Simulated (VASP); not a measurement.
# CdS (F-43m) in VASP: band structure with r2SCAN

Aim: the band structure of CdS with r2SCAN.

All numbers are computed with VASP 6.6.1; they aren't measurements. Logs are shortened: lines on timing, memory, paths and dates and some standing lists are left out, and cuts for length are marked.

## Step 1: Starting point

Symmetry: F-43m, No. 216, cubic system. The conventional cell has a = 5.886 Å, b = 5.886 Å, c = 5.886 Å, α = 90.00°, β = 90.00°, γ = 90.00°. Cd (site symmetry -43m) has 4 S at 2.55 Å as nearest neighbours. S (site symmetry -43m) has 4 Cd at 2.55 Å as nearest neighbours.

The cell was built by a generator and needn't be a form met in nature.

## Step 2: Band structure, r2SCAN

Input file INCAR:

```
  ALGO = Normal
  EDIFF = 1E-6
  ENCUT = 520
  ISIF = 2
  ISMEAR = 0
  LASPH = True
  LCHARG = False
  LMIXTAU = True
  LREAL = False
  LWAVE = False
  METAGGA = R2SCAN
  NBANDS = 16
  NELM = 60
  PREC = Accurate
  SIGMA = 0.02
```

Input file KPOINTS:

```
k-points
0
Gamma
  10 10 10
```

Input file POSCAR:

```
CdS                                     
1.0
    0.0000000000      2.9430698815      2.9430698815
    2.9430698815     -0.0000000000      2.9430698815
    2.9430698815      2.9430698815      0.0000000000
  Cd              S             
     1     1
Direct
     0.0000000000000000    0.0000000000000000    0.0000000000000000
     0.2500000000000000    0.2500000000000000    0.2500000000000000
```

Input file KPOINTS_OPT:

```
path GXWKGLUWLK,UX
20
line-mode
reciprocal
 0.0000000000  0.0000000000  0.0000000000  G
 0.5000000000  0.0000000000  0.5000000000  X

 0.5000000000  0.0000000000  0.5000000000  X
 0.5000000000  0.2500000000  0.7500000000  W

 0.5000000000  0.2500000000  0.7500000000  W
 0.3750000000  0.3750000000  0.7500000000  K

 0.3750000000  0.3750000000  0.7500000000  K
 0.0000000000  0.0000000000  0.0000000000  G

 0.0000000000  0.0000000000  0.0000000000  G
 0.5000000000  0.5000000000  0.5000000000  L

 0.5000000000  0.5000000000  0.5000000000  L
 0.6250000000  0.2500000000  0.6250000000  U

 0.6250000000  0.2500000000  0.6250000000  U
 0.5000000000  0.2500000000  0.7500000000  W

 0.5000000000  0.2500000000  0.7500000000  W
 0.5000000000  0.5000000000  0.5000000000  L

 0.5000000000  0.5000000000  0.5000000000  L
 0.3750000000  0.3750000000  0.7500000000  K

 0.6250000000  0.2500000000  0.6250000000  U
 0.5000000000  0.0000000000  0.5000000000  X
```

Potentials or basis: VASP PAW PBE potentials, release 64 (Cd, S).

The run is started by

```
> cat potpaw_PBE.64/Cd/POTCAR potpaw_PBE.64/S/POTCAR > POTCAR
> mpirun -np 1 vasp_std > vasp.out
```

OUTCAR:

```text
EDIFF = 1E-6
   ENCUT = 520
   ISIF = 2
   ISMEAR = 0
   LASPH = True
   LREAL = False
   METAGGA = R2SCAN
   NELM = 60
   PREC = Accurate

 ion  position               nearest neighbor table
   1  0.000  0.000  0.000-   2 2.55   2 2.55   2 2.55   2 2.55
   2  0.250  0.250  0.250-   1 2.55   1 2.55   1 2.55   1 2.55

  LATTYP: Found a face centered cubic cell.
 ALAT       =     5.8861397630

  Lattice vectors:

 A1 = (   0.0000000000,   2.9430698815,   2.9430698815)
 A2 = (   2.9430698815,   0.0000000000,   2.9430698815)
 A3 = (   2.9430698815,   2.9430698815,   0.0000000000)

Analysis of symmetry for initial positions (statically):
=====================================================================
 Subroutine PRICEL returns:
 Original cell was already a primitive cell.

 Routine SETGRP: Setting up the symmetry group for a
 face centered cubic supercell.

 Subroutine GETGRP returns: Found 24 space group operations
 (whereof 24 operations were pure point group operations)
 out of a pool of 48 trial point group operations.

The static configuration has the point symmetry T_d .

Analysis of symmetry for dynamics (positions and initial velocities):
=====================================================================
 Subroutine PRICEL returns:
 Original cell was already a primitive cell.

 Routine SETGRP: Setting up the symmetry group for a
 face centered cubic supercell.

 Subroutine GETGRP returns: Found 24 space group operations
 (whereof 24 operations were pure point group operations)
 out of a pool of 48 trial point group operations.

The dynamic configuration has the point symmetry T_d .

 Subroutine INISYM returns: Found 24 space group operations
 (whereof 24 operations are pure point group operations),
 and found     1 'primitive' translations

----------------------------------------------------------------------------------------

                                     Primitive cell

  volume of cell :      50.9837

  direct lattice vectors                    reciprocal lattice vectors
     0.000000000  2.943069882  2.943069882    -0.169890631  0.169890631  0.169890631
     2.943069882  0.000000000  2.943069882     0.169890631 -0.169890631  0.169890631
     2.943069882  2.943069882  0.000000000     0.169890631  0.169890631 -0.169890631

  length of vectors
     4.162129341  4.162129341  4.162129341     0.294259205  0.294259205  0.294259205

  position of ions in fractional coordinates (direct lattice)
     0.000000000  0.000000000  0.000000000
     0.250000000  0.250000000  0.250000000

  ion indices of the primitive-cell ions
   primitive index   ion index
                 1           1
                 2           2

----------------------------------------------------------------------------------------

 KPOINTS: k-points

Automatic generation of k-mesh.
 Grid dimensions read from file:
 generate k-points for:   10   10   10

 Generating k-lattice:

  Cartesian coordinates                     Fractional coordinates (reciprocal lattice)
    -0.016989063  0.016989063  0.016989063     0.100000000  0.000000000  0.000000000
     0.016989063 -0.016989063  0.016989063     0.000000000  0.100000000  0.000000000
     0.016989063  0.016989063 -0.016989063     0.000000000  0.000000000  0.100000000

  Length of vectors
     0.029425921  0.029425921  0.029425921

  Shift w.r.t. Gamma in fractional coordinates (k-lattice)
     0.000000000  0.000000000  0.000000000

 Subroutine IBZKPT returns following result:
 ===========================================

 Found     47 irreducible k-points:

 Following reciprocal coordinates:
            Coordinates               Weight
  0.000000  0.000000  0.000000      1.000000
  0.100000  0.000000  0.000000      8.000000
  0.200000  0.000000  0.000000      8.000000
  0.300000  0.000000  0.000000      8.000000
  0.400000  0.000000  0.000000      8.000000
  0.500000  0.000000  0.000000      4.000000
[... 16 lines left out ...]
  0.300000  0.300000  0.000000      6.000000
  0.400000  0.300000  0.000000     24.000000
 [... further k-points ...]
   k-points           NKPTS =     47   k-points in BZ     NKDIM =     47   number of bands    NBANDS=     16
   number of dos      NEDOS =    301   number of ions     NIONS =      2
   total plane-waves  NPLWV =  32768
   dimension x,y,z NGX =    32 NGY =   32 NGZ =   32
   dimension x,y,z NGXF=    64 NGYF=   64 NGZF=   64
   ions per type =               1   1
   NGX,Y,Z   is equivalent  to a cutoff of  12.78, 12.78, 12.78 a.u.
   NGXF,Y,Z  is equivalent  to a cutoff of  25.56, 25.56, 25.56 a.u.
 SYSTEM =  unknown system
   PREC   = accura    normal or accurate (medium, high low for compatibility)
   ISTART =      0    job   : 0-new  1-cont  2-samecut
   ICHARG =      2    charge: 1-file 2-atom 10-const
   ISPIN  =      1    spin polarized calculation?
   LNONCOLLINEAR =      F non collinear calculations
   LSORBIT =      F    spin-orbit coupling
   LASPH  =      T    aspherical Exc in radial PAW
   ENCUT  =  520.0 eV  38.22 Ry    6.18 a.u.   7.74  7.74  7.74*2*pi/ulx,y,z
   NELM   =     60;   NELMIN=  2; NELMDL= -5     # of ELM steps
   EDIFF  = 0.1E-05   stopping-criterion for ELM
   LREAL  =      F    real-space projection
   EDIFFG = 0.1E-04   stopping-criterion for IOM
   NSW    =      0    number of steps for IOM
   IBRION =     -1    ionic relax: 0-MD 1-quasi-New 2-CG
   NFREE  =      0    steps in history (QN), initial steepest desc. (CG)
   ISIF   =      2    stress and relaxation
   ISYM   =      2    0-nonsym 1-usesym 2-fastsym
   POTIM  = 0.5000    time-step for ionic-motion
   TEBEG  =    0.0;   TEEND  =   0.0 temperature during run
   PSTRESS=    0.0 pullay stress
   NELECT =      18.0000    total number of electrons
   NUPDOWN=      -1.0000    fix difference up-down
   EMIN   =  10.00;   EMAX   =-10.00  energy-range for DOS
   EFERMI =   0.00;   METHOD = LEGACY
   ISMEAR =     0;   SIGMA  =   0.02  broadening in eV -4-tet -1-fermi 0-gaus
   EFERMI_NEDOS =   21; number of points for ismear=-14 and -15
   IALGO  =     38    algorithm
   IMIX   =      4    mixing-type and parameters
     AMIX     =   0.40;   BMIX     =  1.00
     AMIX_MAG =   1.60;   BMIX_MAG =  1.00
  volume/ion in A,a.u.               =      25.49       172.03
  Fermi-wavevector in a.u.,A,eV,Ry     =   1.157058  2.186522 18.215248  1.338783
  Thomas-Fermi vector in A             =   2.293673
   LORBIT       =      0    0 simple, 1 ext, 2 COOP (PROOUT), +10 PAW based schemes
   METAGGA = R2SCAN    functional components
   LHFCALC =     F    Hartree Fock is set to
   AEXX    =    0.0000 exact exchange contribution
   IVDW    =     0    specifies the selected vdW correction
   LEPSILON=     F    determine dielectric tensor
   LRPA    =     F    only Hartree local field effects (RPA)
 non-spin polarized calculation
 Gauss-broadening in eV      SIGMA  =   0.02
  energy-cutoff  :      520.00
  volume of cell :       50.98
 maximum number of plane-waves:      1390
   NGX = 15   NGY = 15   NGZ = 15

 number of electron      18.0000005 magnetization

 Free energy of the ion-electron system (eV)
  ---------------------------------------------------
  ext. energy  EPLUGINS =         0.00000000
  ---------------------------------------------------
  free energy    TOTEN  =       -29.68635309 eV

  energy without entropy =      -29.68635309  energy(sigma->0) =      -29.68635309

 E-fermi :   0.9017     XC(G=0):  -9.5998

 val. band max:        0.8195935916   @ k =   0.0000   0.0000   0.0000
 cond. band min:       2.3485850026   @ k =   0.0000   0.0000   0.0000
 fundamental gap:      1.5289914110
 Fermi energy:         0.9016633380

 k-point     1 :       0.0000    0.0000    0.0000
  band No.  band energies     occupation
      1     -11.8877      2.00000
      2      -7.0533      2.00000
      3      -7.0533      2.00000
      4      -7.0533      2.00000
      5      -6.5783      2.00000
      6      -6.5783      2.00000
[... 8 lines left out ...]
     15      12.7889      0.00000
     16      12.7889      0.00000

 k-point     2 :       0.1000    0.0000    0.0000
  band No.  band energies     occupation
      1     -11.8493      2.00000
      2      -7.0389      2.00000
      3      -7.0389      2.00000
      4      -7.0175      2.00000
      5      -6.5790      2.00000
      6      -6.5790      2.00000
[... 8 lines left out ...]
     15      12.3114      0.00000
     16      13.1404      0.00000

 k-point     3 :       0.2000    0.0000    0.0000
  band No.  band energies     occupation
      1     -11.7484      2.00000
      2      -7.0033      2.00000
      3      -7.0033      2.00000
      4      -6.8979      2.00000
      5      -6.5775      2.00000
      6      -6.5775      2.00000
[... 8 lines left out ...]
     15      11.8888      0.00000
     16      12.8021      0.00000

 k-point     4 :       0.3000    0.0000    0.0000
  band No.  band energies     occupation
      1     -11.6233      2.00000
      2      -6.9653      2.00000
      3      -6.9653      2.00000
      4      -6.6745      2.00000
      5      -6.5676      2.00000
      6      -6.5676      2.00000
[... 8 lines left out ...]
     15      12.1695      0.00000
     16      12.2728      0.00000

 k-point     5 :       0.4000    0.0000    0.0000
  band No.  band energies     occupation
      1     -11.5224      2.00000
      2      -6.9410      2.00000
      3      -6.9410      2.00000
      4      -6.5515      2.00000
      5      -6.5515      2.00000
      6      -6.3812      2.00000
[... 8 lines left out ...]
     15      13.1165      0.00000
     16      13.1165      0.00000

 k-point     6 :       0.5000    0.0000    0.0000
  band No.  band energies     occupation
      1     -11.4841      2.00000
      2      -6.9334      2.00000
      3      -6.9334      2.00000
      4      -6.5431      2.00000
      5      -6.5431      2.00000
      6      -6.2162      2.00000
[... 8 lines left out ...]
     15      13.9391      0.00000
     16      13.9391      0.00000
[... 267 lines left out ...]
 k-point    21 :      -0.3000    0.2000    0.0000
  band No.  band energies     occupation
      1     -11.4872      2.00000
      2      -6.9038      2.00000
      3      -6.8966      2.00000
      4      -6.5914      2.00000
      5      -6.5831      2.00000
      6      -6.3250      2.00000
[... 8 lines left out ...]
     15      13.6401      0.00000
     16      14.5587      0.00000

 k-point    22 :      -0.2000    0.2000    0.0000
  band No.  band energies     occupation
      1     -11.5813      2.00000
      2      -6.9425      2.00000
      3      -6.9252      2.00000
      4      -6.6724      2.00000
      5      -6.5955      2.00000
      6      -6.5043      2.00000
[... 8 lines left out ...]
     15      13.3803      0.00000
     16      14.8534      0.00000

 k-point    23 :       0.3000    0.3000    0.0000
  band No.  band energies     occupation
      1     -11.5385      2.00000
      2      -6.8444      2.00000
      3      -6.8444      2.00000
      4      -6.8240      2.00000
      5      -6.5347      2.00000
      6      -6.5245      2.00000
[... 8 lines left out ...]
     15      13.3587      0.00000
     16      16.3579      0.00000

 k-point    24 :       0.4000    0.3000    0.0000
  band No.  band energies     occupation
      1     -11.4604      2.00000
      2      -6.8436      2.00000
      3      -6.8020      2.00000
      4      -6.7524      2.00000
      5      -6.5157      2.00000
      6      -6.3894      2.00000
[... 8 lines left out ...]
     15      13.7322      0.00000
     16      15.9054      0.00000

 [... further k-points ...]

------------------------ aborting loop because EDIFF is reached ----------------------------------------

  FORCE on cell =-STRESS in cart. coord.  units (eV):
  Direction    XX          YY          ZZ          XY          YZ          ZX
  --------------------------------------------------------------------------------------
  -------------------------------------------------------------------------------------
  Total        0.0156730      0.0156730      0.0156730      0.0000000      0.0000000      0.0000000
  in kB        0.4925294      0.4925294      0.4925294      0.0000000      0.0000000      0.0000000
  external PRESSURE =       0.4925294 kB  Pullay stress =       0.0000000 kB

 VOLUME and BASIS-vectors are now :
 -----------------------------------------------------------------------------
  energy-cutoff  :      520.00
  volume of cell :       50.98
      direct lattice vectors                 reciprocal lattice vectors
     0.000000000  2.943069882  2.943069882    -0.169890631  0.169890631  0.169890631
     2.943069882  0.000000000  2.943069882     0.169890631 -0.169890631  0.169890631
     2.943069882  2.943069882  0.000000000     0.169890631  0.169890631 -0.169890631

 POSITION                                       TOTAL-FORCE (eV/Angst)
 -----------------------------------------------------------------------------------
      0.00000      0.00000      0.00000         0.000000     -0.000000     -0.000000
      1.47153      1.47153      1.47153        -0.000000      0.000000      0.000000
 -----------------------------------------------------------------------------------
    total drift:                               -0.000004     -0.000004     -0.000004

  FREE ENERGIE OF THE ION-ELECTRON SYSTEM (eV)
  ---------------------------------------------------
  free  energy   TOTEN  =       -29.6863530937 eV

  energy  without entropy=      -29.6863530937  energy(sigma->0) =      -29.68635309
```

Run time: 2 min. Hardware: 1 thread of Intel Xeon 6975P-C (Granite Rapids), shared host; peak memory 0.21 GiB.

What came out:

- Free energy: -29.6864 eV
- Pressure: 0.0 GPa
- Band gap on the k mesh: 1.53 eV, direct
- Band gap along the path: 1.53 eV, direct

Levels at the corners of the path, in eV from the valence-band top:
| point | band 7 | band 8 | band 9 | band 10 | band 11 | band 12 |
| --- | --- | --- | --- | --- | --- | --- |
| Γ | 0.00 | 0.00 | 0.00 | 1.53 | 7.08 | 7.08 |
| X | -3.86 | -1.83 | -1.83 | 3.88 | 4.72 | 9.67 |
| X | -3.86 | -1.83 | -1.83 | 3.88 | 4.72 | 9.67 |
| W | -3.78 | -2.19 | -2.16 | 5.73 | 5.84 | 7.75 |
| W | -3.78 | -2.19 | -2.16 | 5.73 | 5.84 | 7.75 |
| K | -3.82 | -2.48 | -1.49 | 4.60 | 5.82 | 8.90 |
| K | -3.82 | -2.48 | -1.49 | 4.60 | 5.82 | 8.90 |
| Γ | 0.00 | 0.00 | 0.00 | 1.53 | 7.08 | 7.08 |
| Γ | 0.00 | 0.00 | 0.00 | 1.53 | 7.08 | 7.08 |
| L | -4.30 | -0.73 | -0.73 | 3.43 | 7.48 | 7.48 |
| L | -4.30 | -0.73 | -0.73 | 3.43 | 7.48 | 7.48 |
| U | -3.82 | -2.48 | -1.49 | 4.60 | 5.82 | 8.90 |
| U | -3.82 | -2.48 | -1.49 | 4.60 | 5.82 | 8.90 |
| W | -3.78 | -2.19 | -2.16 | 5.73 | 5.84 | 7.75 |
| W | -3.78 | -2.19 | -2.16 | 5.73 | 5.84 | 7.75 |
| L | -4.30 | -0.73 | -0.73 | 3.43 | 7.48 | 7.48 |
| L | -4.30 | -0.73 | -0.73 | 3.43 | 7.48 | 7.48 |
| K | -3.82 | -2.48 | -1.49 | 4.60 | 5.82 | 8.90 |
| U | -3.82 | -2.48 | -1.49 | 4.60 | 5.82 | 8.90 |
| X | -3.86 | -1.83 | -1.83 | 3.88 | 4.72 | 9.67 |

Caveat: the PAW data sets were made with another functional, which shifts forces and pressure a little.
